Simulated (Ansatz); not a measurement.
The system is SnTe.

```
Te Sn
1.0
     0.00000    3.61115    3.61115
     3.61115    0.00000    3.61115
     3.61115    3.61115    0.00000
Te Sn
1 1
Direct
  0.25000 0.25000 0.25000
  0.00000 0.00000 0.00000
```

Measurements of this composition are mostly on another form, of space group No. 225.

Base run:

| Quantity | Value |
| --- | --- |
| Program | Ansatz 0.2.0 |
| Functional | LDA |
| Potentials or basis | Ansatz PAW |
| Cutoff | 420 eV (not typed: the program's choice for these potentials) |
| k mesh | 7 × 7 × 7 |
| Occupations | fermi-dirac, width 0.05 eV |
| Spin | no spin polarisation |

Its results: pressure -2.2 GPa.

Q: The run is repeated on the same cell with these changes: functional from LDA to r2SCAN; cutoff from 420 eV (not typed: the program's choice for these potentials) to 500 eV (not typed: the program's choice for these potentials). What comes out?

A: Pressure -0.6 GPa.

Caveats: the PAW data sets come from PBE, with cores solved anew for the run's functional, which leaves a small shift of forces and pressure.
